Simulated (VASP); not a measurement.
# BN (P6_3mc) in VASP: notebook

The runs below take BN through single point, relaxation of cell and atoms, with r2SCAN+rVV10.

Program: VASP 6.6.1. These are calculated values, not measurements. Logs are shortened: lines on timing, memory, paths and dates and some standing lists are left out, and cuts for length are marked.

### Step 1. Starting point

Symmetry: P6_3mc, No. 186, hexagonal system. The conventional cell has a = 2.541 Å, b = 2.541 Å, c = 4.204 Å, α = 90.00°, β = 90.00°, γ = 120.00°. B (site symmetry 3m) has 4 N at 1.56 to 1.57 Å as nearest neighbours. N (site symmetry 3m) has 4 B at 1.56 to 1.57 Å as nearest neighbours.

Measurements of this composition are mostly on another form, of space group No. 194.

### Step 2. Single point, r2SCAN+rVV10

POSCAR

```
BN
1.0
    2.5411933041      0.0000000000      0.0000000000
   -1.2705966520      2.2007379573      0.0000000000
    0.0000000000      0.0000000000      4.2038312101
B N
2 2
Direct
    0.6666666667      0.3333333333      0.9997752666
    0.3333333333      0.6666666667      0.4997752666
    0.6666666667      0.3333333333      0.6252247334
    0.3333333333      0.6666666667      0.1252247334
```

INCAR.step1

```
SYSTEM = BN
PREC = Accurate
ENCUT = 520
ISMEAR = 0
SIGMA = 0.02
LREAL = .False.
LASPH = .True.
NELM = 100
NBANDS = 16
GGA = PE
ALGO = Normal
EDIFF = 1E-4
LWAVE = .True.
LCHARG = .False.
```

INCAR.step2

```
SYSTEM = BN
PREC = Accurate
ENCUT = 520
EDIFF = 1E-6
ISMEAR = 0
SIGMA = 0.02
LREAL = .False.
LASPH = .True.
NELM = 100
ALGO = Normal
ISIF = 2
LWAVE = .False.
LCHARG = .False.
METAGGA = R2SCAN
LMIXTAU = .True.
LUSE_VDW = .True.
IVDW_NL = 2
BPARAM = 11.95
CPARAM = 0.0093
NBANDS = 16
ISTART = 1
```

KPOINTS

```
regular mesh
0
Gamma
  12 12 6
  0 0 0
```

Potentials or basis: VASP PAW PBE potentials, release 64 (B, N).

Command:

```console
> cat potpaw_PBE.64/B/POTCAR potpaw_PBE.64/N/POTCAR > POTCAR
> cp INCAR.step1 INCAR
> mpirun -np 1 vasp_std > vasp.out
> cp INCAR.step2 INCAR
> mpirun -np 1 vasp_std > vasp.out
```

OUTCAR:

```text
SYSTEM = BN
   PREC = Accurate
   ENCUT = 520
   EDIFF = 1E-6
   ISMEAR = 0
   LREAL = .False.
   LASPH = .True.
   NELM = 100
   ISIF = 2
   METAGGA = R2SCAN
   IVDW_NL = 2
   BPARAM = 11.95
   ISTART = 1

 ion  position               nearest neighbor table
   1  0.667  0.333  1.000-   4 1.56   4 1.56   4 1.56   3 1.57
   2  0.333  0.667  0.500-   3 1.56   3 1.56   3 1.56   4 1.57
   3  0.667  0.333  0.625-   2 1.56   2 1.56   2 1.56   1 1.57
   4  0.333  0.667  0.125-   1 1.56   1 1.56   1 1.56   2 1.57

  LATTYP: Found a hexagonal cell.
 ALAT       =     2.5411933041
 C/A-ratio  =     1.6542744715

  Lattice vectors:

 A1 = (   2.5411933041,   0.0000000000,   0.0000000000)
 A2 = (  -1.2705966520,   2.2007379573,   0.0000000000)
 A3 = (   0.0000000000,   0.0000000000,   4.2038312101)

Analysis of symmetry for initial positions (statically):
=====================================================================
 Subroutine PRICEL returns:
 Original cell was already a primitive cell.

 Routine SETGRP: Setting up the symmetry group for a
 hexagonal supercell.

 Subroutine GETGRP returns: Found 12 space group operations
 (whereof  6 operations were pure point group operations)
 out of a pool of 24 trial point group operations.

The static configuration has the point symmetry C_3v.
 The point group associated with its full space group is C_6v.

Analysis of symmetry for dynamics (positions and initial velocities):
=====================================================================
 Subroutine PRICEL returns:
 Original cell was already a primitive cell.

 Routine SETGRP: Setting up the symmetry group for a
 hexagonal supercell.

 Subroutine GETGRP returns: Found 12 space group operations
 (whereof  6 operations were pure point group operations)
 out of a pool of 24 trial point group operations.

The dynamic configuration has the point symmetry C_3v.
 The point group associated with its full space group is C_6v.

 Subroutine INISYM returns: Found 12 space group operations
 (whereof  6 operations are pure point group operations),
 and found     1 'primitive' translations

----------------------------------------------------------------------------------------

                                     Primitive cell

  volume of cell :      23.5099

  direct lattice vectors                    reciprocal lattice vectors
     2.541193304  0.000000000  0.000000000     0.393515912  0.227196518  0.000000000
    -1.270596652  2.200737957  0.000000000     0.000000000  0.454393035  0.000000000
     0.000000000  0.000000000  4.203831210     0.000000000  0.000000000  0.237878247

  length of vectors
     2.541193304  2.541193304  4.203831210     0.454393035  0.454393035  0.237878247

  position of ions in fractional coordinates (direct lattice)
     0.666666667  0.333333333  0.999775267
     0.333333333  0.666666667  0.499775267
     0.666666667  0.333333333  0.625224733
     0.333333333  0.666666667  0.125224733

  ion indices of the primitive-cell ions
   primitive index   ion index
                 1           1
                 2           2
                 3           3
                 4           4

----------------------------------------------------------------------------------------

 KPOINTS: regular mesh

Automatic generation of k-mesh.
 Grid dimensions read from file:
 generate k-points for:   12   12    6

 Generating k-lattice:

  Cartesian coordinates                     Fractional coordinates (reciprocal lattice)
     0.032792993  0.018933043  0.000000000     0.083333333  0.000000000  0.000000000
     0.000000000  0.037866086  0.000000000     0.000000000  0.083333333  0.000000000
     0.000000000  0.000000000  0.039646375     0.000000000  0.000000000  0.166666667

  Length of vectors
     0.037866086  0.037866086  0.039646375

  Shift w.r.t. Gamma in fractional coordinates (k-lattice)
     0.000000000  0.000000000  0.000000000

 Subroutine IBZKPT returns following result:
 ===========================================

 Found     76 irreducible k-points:

 Following reciprocal coordinates:
            Coordinates               Weight
  0.000000  0.000000  0.000000      1.000000
  0.083333 -0.000000  0.000000      6.000000
  0.166667  0.000000  0.000000      6.000000
  0.250000 -0.000000  0.000000      6.000000
  0.333333 -0.000000  0.000000      6.000000
  0.416667 -0.000000  0.000000      6.000000
[... 16 lines left out ...]
  0.250000 -0.000000  0.166667     12.000000
  0.333333 -0.000000  0.166667     12.000000
 [... further k-points ...]
   k-points           NKPTS =     76   k-points in BZ     NKDIM =     76   number of bands    NBANDS=     16
   number of dos      NEDOS =    301   number of ions     NIONS =      4
   total plane-waves  NPLWV =  12800
   dimension x,y,z NGX =    20 NGY =   20 NGZ =   32
   dimension x,y,z NGXF=    40 NGYF=   40 NGZF=   64
   ions per type =               2   2
   NGX,Y,Z   is equivalent  to a cutoff of  13.08, 13.08, 12.65 a.u.
   NGXF,Y,Z  is equivalent  to a cutoff of  26.17, 26.17, 25.31 a.u.
 SYSTEM =  BN
   PREC   = accura    normal or accurate (medium, high low for compatibility)
   ISTART =      1    job   : 0-new  1-cont  2-samecut
   ICHARG =      0    charge: 1-file 2-atom 10-const
   ISPIN  =      1    spin polarized calculation?
   LNONCOLLINEAR =      F non collinear calculations
   LSORBIT =      F    spin-orbit coupling
   LASPH  =      T    aspherical Exc in radial PAW
   ENCUT  =  520.0 eV  38.22 Ry    6.18 a.u.   4.72  4.72  7.82*2*pi/ulx,y,z
   NELM   =    100;   NELMIN=  2; NELMDL=  0     # of ELM steps
   EDIFF  = 0.1E-05   stopping-criterion for ELM
   LREAL  =      F    real-space projection
[... 7 lines left out ...]
   TEBEG  =    0.0;   TEEND  =   0.0 temperature during run
   PSTRESS=    0.0 pullay stress
   NELECT =      16.0000    total number of electrons
   NUPDOWN=      -1.0000    fix difference up-down
   EMIN   =  10.00;   EMAX   =-10.00  energy-range for DOS
   EFERMI =   0.00;   METHOD = LEGACY
   ISMEAR =     0;   SIGMA  =   0.02  broadening in eV -4-tet -1-fermi 0-gaus
   EFERMI_NEDOS =   21; number of points for ismear=-14 and -15
   IALGO  =     38    algorithm
   IMIX   =      4    mixing-type and parameters
     AMIX     =   0.40;   BMIX     =  1.00
     AMIX_MAG =   1.60;   BMIX_MAG =  1.00
  volume/ion in A,a.u.               =       5.88        39.66
  Fermi-wavevector in a.u.,A,eV,Ry     =   1.440006  2.721217 28.213287  2.073618
  Thomas-Fermi vector in A             =   2.558799
   LORBIT       =      0    0 simple, 1 ext, 2 COOP (PROOUT), +10 PAW based schemes
   METAGGA = R2SCAN    functional components
   LHFCALC =     F    Hartree Fock is set to
   AEXX    =    0.0000 exact exchange contribution
   IVDW_NL    =     2    kernel type
   BPARAM     =11.9500
   IVDW    =     0    specifies the selected vdW correction
   LEPSILON=     F    determine dielectric tensor
   LRPA    =     F    only Hartree local field effects (RPA)
 non-spin polarized calculation
 Gauss-broadening in eV      SIGMA  =   0.02
  energy-cutoff  :      520.00
  volume of cell :       23.51
 maximum number of plane-waves:       652
 NGX is ok and might be reduce to    20
   NGX =  9   NGY =  9   NGZ = 15

 number of electron      16.0000000 magnetization

 Free energy of the ion-electron system (eV)
  ---------------------------------------------------
  ext. energy  EPLUGINS =         0.00000000
  ---------------------------------------------------
  free energy    TOTEN  =       -38.06609578 eV

  energy without entropy =      -38.06609578  energy(sigma->0) =      -38.06609578

 E-fermi :   7.6669     XC(G=0): -13.6964

 val. band max:        7.4708643266   @ k =   0.0000   0.0000   0.0000
 cond. band min:      13.1281081847   @ k =   0.3333   0.3333   0.0000
 fundamental gap:      5.6572438581
 Fermi energy:         7.6668962336

 k-point     1 :       0.0000    0.0000    0.0000
  band No.  band energies     occupation
      1     -14.0739      2.00000
      2      -9.8110      2.00000
      3      -3.9133      2.00000
      4       5.2530      2.00000
      5       5.2530      2.00000
      6       7.1950      2.00000
[... 8 lines left out ...]
     15      20.2551      0.00000
     16      24.9224      0.00000

 k-point     2 :       0.0833   -0.0000    0.0000
  band No.  band energies     occupation
      1     -13.9165      2.00000
      2      -9.6907      2.00000
      3      -3.7570      2.00000
      4       4.5247      2.00000
      5       4.9570      2.00000
      6       6.8636      2.00000
[... 8 lines left out ...]
     15      20.7302      0.00000
     16      24.6430      0.00000

 k-point     3 :       0.1667    0.0000    0.0000
  band No.  band energies     occupation
      1     -13.4498      2.00000
      2      -9.3470      2.00000
      3      -3.2944      2.00000
      4       2.7771      2.00000
      5       4.2618      2.00000
      6       5.3701      2.00000
[... 8 lines left out ...]
     15      21.9696      0.00000
     16      23.8277      0.00000

 k-point     4 :       0.2500   -0.0000    0.0000
  band No.  band energies     occupation
      1     -12.6928      2.00000
      2      -8.8462      2.00000
      3      -2.5475      2.00000
      4       0.7136      2.00000
      5       3.4834      2.00000
      6       3.5048      2.00000
[... 8 lines left out ...]
     15      23.5812      0.00000
     16      24.0030      0.00000
[... 324 lines left out ...]
 k-point    22 :       0.1667    0.0000    0.1667
  band No.  band energies     occupation
      1     -13.2801      2.00000
      2      -9.8746      2.00000
      3      -2.4894      2.00000
      4       2.9298      2.00000
      5       4.3998      2.00000
      6       4.9079      2.00000
[... 8 lines left out ...]
     15      21.6301      0.00000
     16      23.8673      0.00000

 k-point    23 :       0.2500   -0.0000    0.1667
  band No.  band energies     occupation
      1     -12.5286      2.00000
      2      -9.3145      2.00000
      3      -1.8967      2.00000
      4       0.9465      2.00000
      5       3.0519      2.00000
      6       3.6290      2.00000
[... 8 lines left out ...]
     15      23.2171      0.00000
     16      24.1080      0.00000

 k-point    24 :       0.3333   -0.0000    0.1667
  band No.  band energies     occupation
      1     -11.5384      2.00000
      2      -8.7173      2.00000
      3      -1.7512      2.00000
      4      -0.2301      2.00000
      5       1.1839      2.00000
      6       2.9784      2.00000
[... 8 lines left out ...]
     15      24.7303      0.00000
     16      25.0018      0.00000

 [... further k-points ...]
[... 5 lines left out ...]
  --------------------------------------------------------------------------------------
  -------------------------------------------------------------------------------------
  Total        0.2153732      0.2153732      0.2096074      0.0000000     -0.0000000     -0.0000000
  in kB       14.6774602     14.6774602     14.2845246      0.0000000     -0.0000000     -0.0000000
  external PRESSURE =      14.5464816 kB  Pullay stress =       0.0000000 kB

 VOLUME and BASIS-vectors are now :
 -----------------------------------------------------------------------------
  energy-cutoff  :      520.00
  volume of cell :       23.51
      direct lattice vectors                 reciprocal lattice vectors
     2.541193304  0.000000000  0.000000000     0.393515912  0.227196518  0.000000000
    -1.270596652  2.200737957  0.000000000     0.000000000  0.454393035  0.000000000
     0.000000000  0.000000000  4.203831210     0.000000000  0.000000000  0.237878247

 POSITION                                       TOTAL-FORCE (eV/Angst)
 -----------------------------------------------------------------------------------
      1.27060      0.73358      4.20289         0.000000     -0.000000     -0.004591
     -0.00000      1.46716      2.10097        -0.000000      0.000000     -0.004591
      1.27060      0.73358      2.62834         0.000000      0.000000      0.004591
     -0.00000      1.46716      0.52642        -0.000000     -0.000000      0.004591
 -----------------------------------------------------------------------------------
    total drift:                                0.000000      0.000000      0.002167

  FREE ENERGIE OF THE ION-ELECTRON SYSTEM (eV)
  ---------------------------------------------------
  free  energy   TOTEN  =       -38.0660957811 eV

  energy  without entropy=      -38.0660957811  energy(sigma->0) =      -38.06609578
```

Wall time 50 s (1 thread of Intel Xeon 6975P-C (Granite Rapids), shared host); peak memory 0.21 GiB.

What came out:

- Free energy: -38.0661 eV
- Pressure: 1.5 GPa
- Largest force: 0.005 eV/Å
- Band gap on the k mesh: 5.66 eV, indirect (least direct gap 8.98 eV)

Forces on the atoms (eV/Å):
```
B    0.000  0.000 -0.005
B    0.000  0.000 -0.005
N    0.000  0.000  0.005
N    0.000  0.000  0.005
```

Levels at points of the mesh, in eV from the valence-band top:
```
           k point  band 4  band 5  band 6  band 7  band 8  band 9  band 10  band 11  band 12  band 13
(0.00, 0.00, 0.00)   -2.22   -2.22   -0.28    0.00    0.00    9.08     9.08     9.31    10.24    11.57
(0.50, 0.00, 0.00)   -8.19   -7.24   -5.22   -4.57   -2.21    7.27     8.57    11.38    12.23    13.88
(0.00, 0.00, 0.50)   -5.99   -1.23   -1.23   -1.23   -1.23   10.26    10.26    10.69    10.69    10.69
(0.50, 0.00, 0.50)  -10.47   -3.94   -3.94   -3.74   -3.74    7.17     7.17    10.71    10.71    15.34
```

Caveat: the PAW data sets were made with another functional, which shifts forces and pressure a little. r2SCAN opens gaps a little over a GGA but as a rule still falls short of measured ones.

### Step 3. Relaxation of cell and atoms, r2SCAN+rVV10

This run uses another cell than the first one, of 5.97 Å³/atom, 1.016 times its volume.

POSCAR

```
BN
1.0
    2.5539396000      0.0000000000      0.0000000000
   -1.2769698000      2.2117765700      0.0000000000
    0.0000000000      0.0000000000      4.2268550000
B N
2 2
Direct
    0.6666666700      0.3333333300      0.9997240000
    0.3333333300      0.6666666700      0.4997240000
    0.6666666700      0.3333333300      0.6252760000
    0.3333333300      0.6666666700      0.1252760000
```

INCAR.step1

```
PREC = Accurate ; ENCUT = 600
ISMEAR = 0 ; SIGMA = 0.02
LREAL = False ; LASPH = True
NELM = 100 ; GGA = PE
ALGO = Normal ; EDIFF = 1E-4
LWAVE = True ; LCHARG = False
```

INCAR.step2

```
PREC = Accurate ; ENCUT = 600
EDIFF = 1E-6 ; ISMEAR = 0
SIGMA = 0.02 ; LREAL = False
LASPH = True ; NELM = 100
ALGO = Normal ; ISIF = 3
LWAVE = False ; LCHARG = False
METAGGA = R2SCAN ; LMIXTAU = True
LUSE_VDW = True ; IVDW_NL = 2
BPARAM = 11.95 ; CPARAM = 0.0093
IBRION = 2 ; NSW = 100
EDIFFG = -0.002 ; ISTART = 1
```

KPOINTS

```
regular mesh
0
Gamma
  12 12 6
```

Potentials or basis: VASP PAW PBE potentials, release 64 (B, N).

Command:

```console
> cat potpaw_PBE.64/B/POTCAR potpaw_PBE.64/N/POTCAR > POTCAR
> cp INCAR.step1 INCAR
> mpirun -np 1 vasp_std > vasp.out
> cp INCAR.step2 INCAR
> mpirun -np 1 vasp_std > vasp.out
```

Run time: 3.7 min. Hardware: 1 thread of Intel Xeon 6975P-C (Granite Rapids), shared host; peak memory 0.22 GiB.

The run converged. Its results:

* Free energy: -38.0730 eV
* Relaxed volume: 5.90 Å³/atom
* Relaxed cell: a = 2.544 Å, b = 2.544 Å, c = 4.209 Å, α = 90.00°, β = 90.00°, γ = 120.00°
* Space group after relaxing (to 0.05 Å): P6_3mc (No. 186)
* Energy gained by relaxing: 1.0 meV/atom
* Ionic steps: 8
* Pressure after relaxing: 0.0 GPa
* Band gap on the k mesh: 5.66 eV, indirect (least direct gap 8.96 eV)

Step by step:
```
step  energy change (eV)  largest force (eV/Å)  pressure (GPa)  volume (Å³)
   1              0.0000                0.0175           -4.50        23.88
   2              0.0008                0.0414            5.14        23.30
   3             -0.0039                0.0101           -0.01        23.60
   4             -0.0039                0.0107            0.05        23.60
   5             -0.0039                0.0105            0.10        23.59
   6             -0.0039                0.0011            0.09        23.59
   7             -0.0039                0.0031           -0.06        23.60
   8             -0.0039                0.0014            0.00        23.60
```

Final structure:
```
B N
1.0
     2.54446    0.00000    0.00000
    -1.27223    2.20356    0.00000
     0.00000    0.00000    4.20910
B N
2 2
Cartesian
  1.2722 0.7345 4.2081
  0.0000 1.4690 2.1035
  1.2722 0.7345 2.6317
  0.0000 1.4690 0.5271
```

Levels at points of the mesh, in eV from the valence-band top:
```
           k point  band 5  band 6  band 7  band 8  band 9  band 10  band 11  band 12
(0.00, 0.00, 0.00)   -2.21   -0.28    0.00    0.00    9.06     9.06     9.29    10.19
(0.50, 0.00, 0.00)   -7.22   -5.20   -4.55   -2.20    7.26     8.56    11.35    12.19
(0.00, 0.00, 0.50)   -1.22   -1.22   -1.22   -1.22   10.22    10.22    10.67    10.67
(0.50, 0.00, 0.50)   -3.93   -3.93   -3.73   -3.73    7.16     7.16    10.69    10.69
```

Caveat: the PAW data sets were made with another functional, which shifts forces and pressure a little.

### Step 4. Single point, r2SCAN+rVV10

This run uses another cell than the first one, of 5.97 Å³/atom, 1.016 times its volume.

POSCAR is that of step 3.

INCAR.step1

```
SYSTEM = BN
PREC = Accurate
ENCUT = 520
ISMEAR = 0
SIGMA = 0.1
LREAL = .FALSE.
LASPH = .TRUE.
NELM = 100
NBANDS = 16
GGA = PE
ALGO = Normal
EDIFF = 1E-4
LWAVE = .TRUE.
LCHARG = .FALSE.
```

INCAR.step2

```
SYSTEM = BN
PREC = Accurate
ENCUT = 520
EDIFF = 1E-7
ISMEAR = 0
SIGMA = 0.1
LREAL = .FALSE.
LASPH = .TRUE.
NELM = 100
ALGO = Normal
ISIF = 2
LWAVE = .FALSE.
LCHARG = .TRUE.
METAGGA = R2SCAN
LMIXTAU = .TRUE.
LUSE_VDW = .TRUE.
IVDW_NL = 2
BPARAM = 11.95
CPARAM = 0.0093
LELF = .TRUE.
LVHAR = .TRUE.
NBANDS = 16
ISTART = 1
```

KPOINTS

```
regular mesh
0
G
  9 9 4
  0 0 0
```

Command:

```console
> cat potpaw_PBE.64/B/POTCAR potpaw_PBE.64/N/POTCAR > POTCAR
> cp INCAR.step1 INCAR
> mpirun -np 1 vasp_std > vasp.out
> cp INCAR.step2 INCAR
> mpirun -np 1 vasp_std > vasp.out
```

Run time: 41 s. Hardware: 1 thread of Intel Xeon 6975P-C (Granite Rapids), shared host; peak memory 0.2 GiB.

The run converged. Its results:

| Property | Result |
| --- | --- |
| Free energy | -38.0633 eV |
| Pressure | -4.6 GPa |
| Largest force | 0.018 eV/Å |
| Band gap on the k mesh | 5.67 eV, indirect (least direct gap 8.88 eV) |

Forces in eV/Å, atoms in the order of the input:
```
B    0.000  0.000  0.018
B    0.000  0.000  0.018
N    0.000  0.000 -0.018
N    0.000  0.000 -0.018
```

Stress tensor (GPa, compression positive):
```
-4.38  0.00  0.00
 0.00 -4.38  0.00
 0.00  0.00 -4.94
```

Levels at points of the mesh, in eV from the valence-band top:
| k point | band 5 | band 6 | band 7 | band 8 | band 9 | band 10 | band 11 | band 12 |
| --- | --- | --- | --- | --- | --- | --- | --- | --- |
| (0.00, 0.00, 0.00) | -2.18 | -0.28 | 0.00 | 0.00 | 9.01 | 9.01 | 9.20 | 10.05 |
| (0.00, 0.00, 0.50) | -1.21 | -1.21 | -1.21 | -1.21 | 10.11 | 10.11 | 10.61 | 10.61 |

Caveat: the PAW data sets were made with another functional, which shifts forces and pressure a little; an odd mesh through Γ misses points on the zone boundary, where band edges often lie.

### Step 5. The runs side by side

| task | cell | k mesh | cutoff (eV) | smearing | gap on the mesh (eV) | pressure (GPa) |
| --- | --- | --- | --- | --- | --- | --- |
| single point | P6_3mc, 5.88 Å³/atom | 12 × 12 × 6 | 520 | gaussian 0.02 eV | 5.66 | 1.5 |
| relaxation of cell and atoms | relaxed | 12 × 12 × 6 | 600 | gaussian 0.02 eV | 5.66 | 0.0 |
| single point | P6_3mc, 5.97 Å³/atom | 9 × 9 × 4 | 520 | gaussian 0.1 eV | 5.67 | -4.6 |

Alike in all rows: level r2SCAN+rVV10; potentials or basis VASP PAW PBE potentials, release 64 (B, N); no spin polarisation.

Caveats: the PAW data sets were made with another functional, which shifts forces and pressure a little; an odd mesh through Γ misses points on the zone boundary, where band edges often lie (some runs).

Total energies depend on the potentials used, so only differences within one code and one set of settings carry meaning.
